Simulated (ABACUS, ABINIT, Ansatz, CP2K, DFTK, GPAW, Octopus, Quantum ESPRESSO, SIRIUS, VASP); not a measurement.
## PtSe2: 11 runs at one level of theory

```
Pt Se
1.0
     3.72400    0.00000    0.00000
    -1.86200    3.22508    0.00000
     0.00000    0.00000    5.06200
Pt Se
1 2
Direct
  0.00000 0.00000 0.00000
  0.66667 0.33333 0.75000
  0.33333 0.66667 0.25000
```

Alike in all runs: task single point; functional PBE; k mesh 8 × 8 × 5; occupations fermi-dirac, width 0.05 eV; no spin polarisation; no spin-orbit coupling. Pressure is positive in compression and, in plane waves, holds the error of the finite cutoff, which Ansatz's Pulay term estimates and takes out.

| program and potentials | plane-wave cutoff (eV) | notes | pressure (GPa) | largest force (eV/Å) |
| --- | --- | --- | --- | --- |
| Quantum ESPRESSO, SSSP 1.3 efficiency PBE | 748 | 9.33 valence electrons an atom on average | 7.09 | 0.586 |
| CP2K, POTENTIAL_UZH Pt GTH-PBE-q18, Se GTH-PBE-q6; TZVP-MOLOPT-PBE-GTH basis | - | atomic basis; 10 valence electrons an atom on average | 8.54 | 0.718 |
| ABACUS, PseudoDojo NC SR 0.4.1 PBE standard, plane waves | 1184 | 16.67 valence electrons an atom on average | 7.23 | 0.597 |
| ABINIT, JTH PAW PBE v2.0 | 435 | 7.33 valence electrons an atom on average | 7.89 | 0.694 |
| GPAW, GPAW PAW data sets (gpaw-data 1.2.1) | 600 | 9.33 valence electrons an atom on average | 7.38 | 0.625 |
| VASP, PBE PAW files Pt, Se, 520 eV | 520 | 7.33 valence electrons an atom on average | 7.30 | 0.599 |
| Ansatz, all-electron LAPW, scalar-relativistic | - | - | 7.32 | 0.590 |
| Octopus, pseudodojo_pbe (PseudoDojo 0.5, PBE) | - | 16.67 valence electrons an atom on average | - | 0.585 |
| DFTK, PseudoDojo SR PBE 0.4.1 standard (PBE) | 1170 | 16.67 valence electrons an atom on average | 7.23 | 0.589 |
| SIRIUS, all-electron FP-LAPW, apw+lo standard | - | - | - | 0.582 |
| Ansatz, Ansatz PAW (earlier soft set) | 420 | 16.67 valence electrons an atom on average; Pulay term of +0.04 GPa included | 7.30 | 0.592 |

Force on atom 2 (Se), eV/Å:

```json
{"program and potentials": "Quantum ESPRESSO, SSSP 1.3 efficiency PBE", "x": "0.000", "y": "0.000", "z": "-0.586"}
{"program and potentials": "CP2K, POTENTIAL_UZH Pt GTH-PBE-q18, Se GTH-PBE-q6; TZVP-MOLOPT-PBE-GTH basis", "x": "0.000", "y": "0.000", "z": "-0.718"}
{"program and potentials": "ABACUS, PseudoDojo NC SR 0.4.1 PBE standard, plane waves", "x": "0.000", "y": "0.000", "z": "-0.597"}
{"program and potentials": "ABINIT, JTH PAW PBE v2.0", "x": "0.000", "y": "0.000", "z": "-0.694"}
{"program and potentials": "GPAW, GPAW PAW data sets (gpaw-data 1.2.1)", "x": "0.000", "y": "0.000", "z": "-0.625"}
{"program and potentials": "VASP, PBE PAW files Pt, Se, 520 eV", "x": "0.000", "y": "0.000", "z": "-0.599"}
{"program and potentials": "Ansatz, all-electron LAPW, scalar-relativistic", "x": "0.000", "y": "0.000", "z": "-0.590"}
{"program and potentials": "Octopus, pseudodojo_pbe (PseudoDojo 0.5, PBE)", "x": "0.000", "y": "0.000", "z": "-0.585"}
{"program and potentials": "DFTK, PseudoDojo SR PBE 0.4.1 standard (PBE)", "x": "0.000", "y": "0.000", "z": "-0.589"}
{"program and potentials": "SIRIUS, all-electron FP-LAPW, apw+lo standard", "x": "0.000", "y": "0.000", "z": "-0.582"}
{"program and potentials": "Ansatz, Ansatz PAW (earlier soft set)", "x": "0.000", "y": "0.000", "z": "-0.592"}
```

The pressure spans 7.09 (Quantum ESPRESSO, SSSP 1.3 efficiency PBE) to 8.54 GPa (CP2K, POTENTIAL_UZH Pt GTH-PBE-q18, Se GTH-PBE-q6; TZVP-MOLOPT-PBE-GTH basis), with all-electron results at 7.32. The atoms of the given cell lie far from their minimum at this level. Rows in atomic bases carry the error of their basis and grid, which can be large.

Differences between rows come from potentials, basis sets and numerical settings, since the functional is the same but for its coding. Runs on potential files found faulty are left out.
